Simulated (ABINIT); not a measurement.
# Pb (Fm-3m) in ABINIT: single point with PBE

Aim: the single point of Pb with PBE.

All numbers are computed with ABINIT 10.8.3 (patched build); they aren't measurements. Logs are shortened: lines on timing, memory, paths and dates and some standing lists are left out, and cuts for length are marked. The log counts tension as positive stress, the text compression.

**1. The structure**

Symmetry: Fm-3m, No. 225, cubic system. The conventional cell has a = 4.950 Å, b = 4.950 Å, c = 4.950 Å, α = 90.00°, β = 90.00°, γ = 90.00°. Around Pb (site symmetry m-3m) lie 12 Pb at 3.50 Å.

**2. Single point, PBE**

Input file run.abi:

```
# Pseudopotentials
pp_dirpath "./"
pseudos "Pb.GGA_PBE-JTH.xml"

# Structure
acell 3*1.0
rprim
     0.0000000000     4.6771099530     4.6771099530
     4.6771099530     0.0000000000     4.6771099530
     4.6771099530     4.6771099530     0.0000000000
ntypat 1
znucl 82
natom 1
typat 1
xcart
     0.0000000000     0.0000000000     0.0000000000 Angstrom

# Plane-wave basis
ecut 17.0
pawecutdg 34.0

# k points
kptopt 1
ngkpt 12 12 12
nshiftk 1
shiftk 0.0 0.0 0.0

# Exchange and correlation
ixc 11

# Bands and occupations
nband 11
occopt 3
tsmear 0.05 eV

# SCF cycle
nstep 100
tolvrs 1.0e-9

# Output
iomode 3
prtwf 0
prtden 0
prteig 0
prtebands 0
enunit 2
```

Potentials or basis: JTH PAW PBE v2.0.

Command:

```console
abinit run.abi > log 2>&1
```

run.abo:

```text
.Version 10.8.3 of ABINIT
 Symmetries : space group Fm -3 m (#225); Bravais cF (face-center cubic)
================================================================================
 Values of the parameters that define the memory need of the present run
     intxc =       0    ionmov =       0      iscf =      17    lmnmax =      18
     lnmax =       6     mgfft =      27  mpssoang =       3    mqgrid =    3001
     natom =       1  nloc_mem =       2    nspden =       1   nspinor =       1
    nsppol =       1      nsym =      48    n1xccc =       1    ntypat =       1
    occopt =       3   xclevel =       2
       mpw =         700          nfft =       19683          nkpt =          72
 PAW method is used; the additional fine FFT grid is defined by:
   mgfftf=        36    nfftf =     46656
================================================================================
================================================================================

--------------------------------------------------------------------------------
------------- Echo of variables that govern the present computation ------------
--------------------------------------------------------------------------------
 -outvars: echo values of preprocessed input variables --------
            acell      1.0000000000E+00  1.0000000000E+00  1.0000000000E+00 Bohr
              amu      2.07200000E+02
             ecut      1.70000000E+01 Hartree
           enunit           2
                       outvar_i_n : Printing only first  50 k-points.
              ixc          11
                       outvar_i_n : Printing only first  50 k-points.
         kptrlatt       12    0    0      0   12    0      0    0   12
          kptrlen      7.93731879E+01
            natom           1
            nband          11
            ngfft          27      27      27
          ngfftdg          36      36      36
             nkpt          72
            nstep         100
             nsym          48
           ntypat           1
                       prtocc : prtvol=0, do not print more k-points.
           occopt           3
        pawecutdg      3.40000000E+01 Hartree
         pawxcdev           0
           prtden           0
        prtebands           0
           prteig           0
            prtwf           0
            rprim      0.0000000000E+00  4.6771099530E+00  4.6771099530E+00
                       4.6771099530E+00  0.0000000000E+00  4.6771099530E+00
                       4.6771099530E+00  4.6771099530E+00  0.0000000000E+00
          spgroup         225
           tolvrs      1.00000000E-09
           tsmear      1.83746611E-03 Hartree
            typat      1
           useylm           1
                       outvars : Printing only first  50 k-points.
            znucl       82.00000

================================================================================

 chkinp: Checking input parameters for consistency.

================================================================================
== DATASET  1 ==================================================================

--- !DatasetInfo
iteration_state: {dtset: 1, }
dimensions: {natom: 1, nkpt: 72, mband: 11, nsppol: 1, nspinor: 1, nspden: 1, mpw: 700, }
cutoff_energies: {ecut:  17.0, pawecutdg:  34.0, }
electrons: {nelect:   1.40000000E+01, charge:   0.00000000E+00, occopt:   3.00000000E+00, tsmear:   1.83746611E-03, }
meta: {optdriver: 0, ionmov: 0, optcell: 0, iscf: 17, paral_kgb: 0, }
...

 Exchange-correlation functional for the present dataset will be:
  GGA: Perdew-Burke-Ernzerhof functional - ixc=11
  J.P.Perdew, K.Burke, M.Ernzerhof, PRL 77, 3865 (1996)

 Real(R)+Recip(G) space primitive vectors, cartesian coordinates (Bohr,Bohr^-1):
 R(1)=  0.0000000  4.6771100  4.6771100  G(1)= -0.1069036  0.1069036  0.1069036
 R(2)=  4.6771100  0.0000000  4.6771100  G(2)=  0.1069036 -0.1069036  0.1069036
 R(3)=  4.6771100  4.6771100  0.0000000  G(3)=  0.1069036  0.1069036 -0.1069036
 Unit cell volume ucvol=  2.0462690E+02 bohr^3
 Angles (23,13,12)=  6.00000000E+01  6.00000000E+01  6.00000000E+01 degrees

 Coarse grid specifications (used for wave-functions):

 getcut: wavevector=  0.0000  0.0000  0.0000  ngfft=  27  27  27
         ecut(hartree)=     17.000   => boxcut(ratio)=   2.12096

 Fine grid specifications (used for densities):

 getcut: wavevector=  0.0000  0.0000  0.0000  ngfft=  36  36  36
         ecut(hartree)=     34.000   => boxcut(ratio)=   2.07351

--- Pseudopotential description ------------------------------------------------
- pspini: atom type   1  psp file is ./Pb.GGA_PBE-JTH.xml
 Pseudopotential format is: paw10
 basis_size (lnmax)=  6 (lmn_size= 18), orbitals=   0   0   1   1   2   2
 Spheres core radius: rc_sph= 2.40264019
 Shapefunction is BESSEL type: shapef(r,l)=aa(1,l)*jl(q(1,l)*r)+aa(2,l)*jl(q(2,l)*r)
 Radius for shape functions =  2.00872932
 Compensation charge density is not taken into account in XC energy/potential

   3.29629720E+02                                ecore*ucvol(ha*bohr**3)
--------------------------------------------------------------------------------

[... 7 lines left out ...]

     iter   Etot(hartree)      deltaE(h)  residm     nres2
 ETOT  1  -60.601524235291    -6.060E+01 5.230E+00 8.921E-01
 ETOT  2  -61.200582052974    -5.991E-01 2.436E-01 4.550E-01
 ETOT  3  -61.200532030386     5.002E-05 1.325E-01 9.797E-02
 ETOT  4  -61.200528091744     3.939E-06 2.069E-02 2.246E-02
 ETOT  5  -61.200508216936     1.987E-05 7.890E-03 6.601E-04
 ETOT  6  -61.200509279290    -1.062E-06 6.208E-03 2.647E-04
 ETOT  7  -61.200508753014     5.263E-07 1.782E-03 3.217E-05
 ETOT  8  -61.200508708423     4.459E-08 6.691E-04 2.354E-07
 ETOT  9  -61.200508730369    -2.195E-08 5.248E-04 5.806E-08
 ETOT 10  -61.200508730872    -5.036E-10 2.028E-04 6.398E-09
 ETOT 11  -61.200508730898    -2.571E-11 4.326E-04 6.181E-10

 At SCF step   11       nres2   =  6.18E-10 < tolvrs=  1.00E-09 =>converged.

 Cartesian components of stress tensor (hartree/bohr^3)
  sigma(1 1)= -2.35197238E-05  sigma(3 2)=  0.00000000E+00
  sigma(2 2)= -2.35197238E-05  sigma(3 1)=  0.00000000E+00
  sigma(3 3)= -2.35197238E-05  sigma(2 1)=  0.00000000E+00

--- !ResultsGS
iteration_state: {dtset: 1, }
comment   : Summary of ground state results
lattice_vectors:
- [  0.0000000,   4.6771100,   4.6771100, ]
- [  4.6771100,   0.0000000,   4.6771100, ]
- [  4.6771100,   4.6771100,   0.0000000, ]
lattice_lengths: [   6.61443,    6.61443,    6.61443, ]
lattice_angles: [ 60.000,  60.000,  60.000, ] # degrees, (23, 13, 12)
lattice_volume:   2.0462690E+02
convergence: {deltae: -2.571E-11, res2:  6.181E-10, residm:  4.326E-04, diffor: null, }
etotal    :  -6.12005087E+01
entropy   :   0.00000000E+00
fermie    :   2.71452001E-01
cartesian_stress_tensor: # hartree/bohr^3
- [ -2.35197238E-05,   0.00000000E+00,   0.00000000E+00, ]
- [  0.00000000E+00,  -2.35197238E-05,   0.00000000E+00, ]
- [  0.00000000E+00,   0.00000000E+00,  -2.35197238E-05, ]
pressure_GPa:   6.9197E-01
xred      :
- [  0.0000E+00,   0.0000E+00,   0.0000E+00, Pb]
cartesian_forces: # hartree/bohr
- [ -0.00000000E+00,  -0.00000000E+00,  -0.00000000E+00, ]
force_length_stats: {min:   0.00000000E+00, max:   0.00000000E+00, mean:   0.00000000E+00, }
...

 Integrated electronic density in atomic spheres:
 ------------------------------------------------
 Atom  Sphere_radius  Integrated_density
    1        2.40264         11.40074699

================================================================================

 ----iterations are completed or convergence reached----

 Mean square residual over all n,k,spin=   74.843E-08; max=  43.259E-05
 reduced coordinates (array xred) for    1 atoms
       0.000000000000      0.000000000000      0.000000000000
 rms dE/dt=  0.0000E+00; max dE/dt=  0.0000E+00; dE/dt below (all hartree)
    1       0.000000000000      0.000000000000      0.000000000000

 cartesian coordinates (angstrom) at end:
    1      0.00000000000000     0.00000000000000     0.00000000000000

 cartesian forces (hartree/bohr) at end:
    1     -0.00000000000000    -0.00000000000000    -0.00000000000000
 frms,max,avg= 0.0000000E+00 0.0000000E+00   0.000E+00  0.000E+00  0.000E+00 h/b

 cartesian forces (eV/Angstrom) at end:
    1     -0.00000000000000    -0.00000000000000    -0.00000000000000
 frms,max,avg= 0.0000000E+00 0.0000000E+00   0.000E+00  0.000E+00  0.000E+00 e/A
 length scales=  1.000000000000  1.000000000000  1.000000000000 bohr
              =  0.529177210544  0.529177210544  0.529177210544 angstroms
 Fermi (or HOMO) energy (hartree) =   0.27145   Average Vxc (hartree)=  -0.34701
 Eigenvalues (hartree) for nkpt=  72  k points:
 kpt#   1, nband= 11, wtk=  0.00058, kpt=  0.0000  0.0000  0.0000 (reduced coord)
  -0.35733   -0.35733   -0.35733   -0.35224   -0.35224   -0.16231    0.54192    0.54192
   0.54192    0.63026    0.68588
      occupation numbers for kpt#   1
   2.00000    2.00000    2.00000    2.00000    2.00000    2.00000    0.00000    0.00000
   0.00000    0.00000    0.00000
 prteigrs : prtvol=0 or 1, do not print more k-points.

 Fermi (or HOMO) energy (eV) =   7.38659   Average Vxc (eV)=  -9.44259
 Eigenvalues (   eV  ) for nkpt=  72  k points:
 kpt#   1, nband= 11, wtk=  0.00058, kpt=  0.0000  0.0000  0.0000 (reduced coord)
  -9.72352   -9.72352   -9.72352   -9.58503   -9.58503   -4.41666   14.74633   14.74633
  14.74633   17.15037   18.66386
 prteigrs : prtvol=0 or 1, do not print more k-points.

--- !EnergyTerms
iteration_state     : {dtset: 1, }
comment             : Components of total free energy in Hartree
kinetic             :  5.01902448650915E+00
hartree             :  1.74852248053470E+01
xc                  : -2.52368806956167E+00
Ewald energy        : -4.80335600165817E+01
psp_core            :  1.61088162094971E+00
local_psp           : -5.70970623354004E+01
PAW spherical_terms :  2.23390148114843E+01
internal            : -6.12001646972535E+01
'-kT*entropy'       : -3.32944066142354E-04
total_energy        : -6.12004976413197E+01
total_energy_eV     : -1.66535037976420E+03
...

--- !EnergyTermsDC
iteration_state     : {dtset: 1, }
comment             : '"Double-counting" decomposition of free energy'
band_energy         : -3.20990351473766E+00
Ewald energy        : -4.80335600165817E+01
psp_core            :  1.61088162094971E+00
xc_dc               : -1.72986053012318E+01
PAW spherical_terms :  5.73101142476961E+00
internal            : -6.12001757868319E+01
'-kT*entropy'       : -3.32944066142354E-04
total_energy_dc     : -6.12005087308980E+01
total_energy_dc_eV  : -1.66535068152700E+03
...

--- !EnergyTermsWithPAWCore
iteration_state     : {dtset: 1, }
comment             : 'Components of total free energy, including PAW core contributions'
Total energy        : -2.08820340898701E+04
Total energy DC     : -2.08820341009596E+04
Total energy (eV)   : -5.68229095221196E+05
Total energy DC (eV): -5.68229095522959E+05
...

 Cartesian components of stress tensor (hartree/bohr^3)
  sigma(1 1)= -2.35197238E-05  sigma(3 2)=  0.00000000E+00
  sigma(2 2)= -2.35197238E-05  sigma(3 1)=  0.00000000E+00
  sigma(3 3)= -2.35197238E-05  sigma(2 1)=  0.00000000E+00

-Cartesian components of stress tensor (GPa)         [Pressure=  6.9197E-01 GPa]
- sigma(1 1)= -6.91974165E-01  sigma(3 2)=  0.00000000E+00
- sigma(2 2)= -6.91974165E-01  sigma(3 1)=  0.00000000E+00
- sigma(3 3)= -6.91974165E-01  sigma(2 1)=  0.00000000E+00

== END DATASET(S) ==============================================================
================================================================================

 -outvars: echo values of variables after computation  --------
            acell      1.0000000000E+00  1.0000000000E+00  1.0000000000E+00 Bohr
           etotal     -6.1200508731E+01
            fcart     -0.0000000000E+00 -0.0000000000E+00 -0.0000000000E+00
            rprim      0.0000000000E+00  4.6771099530E+00  4.6771099530E+00
                       4.6771099530E+00  0.0000000000E+00  4.6771099530E+00
                       4.6771099530E+00  4.6771099530E+00  0.0000000000E+00
           strten     -2.3519723821E-05 -2.3519723821E-05 -2.3519723821E-05
                       0.0000000000E+00  0.0000000000E+00  0.0000000000E+00
 Calculation completed.
```

Run time: 15 s. Hardware: 1 thread of Arm Neoverse V2, shared host; peak memory 0.13 GiB.

Results:

* Free energy: -1665.3507 eV
* Band gap on the k mesh: none (metal or under the smearing width)
* Valence electrons inside the program's atomic spheres: Pb 11.40 (radii [1.2714] Å)

Levels at points of the mesh, in eV from the Fermi level:
| k point | band 5 | band 6 | band 7 | band 8 | band 9 | band 10 |
| --- | --- | --- | --- | --- | --- | --- |
| (0.00, 0.00, 0.00) | -16.97 | -11.80 | 7.36 | 7.36 | 7.36 | 9.76 |
| (0.50, 0.00, 0.00) | -16.84 | -8.17 | -4.25 | 5.53 | 5.53 | 9.23 |
| (0.50, 0.50, 0.00) | -16.80 | -6.77 | -3.32 | 2.00 | 2.00 | 5.37 |

Caveat: the cutoff is too short for stress, so the log's stress isn't used. Spin-orbit coupling is left out, which matters for the levels of Pb.
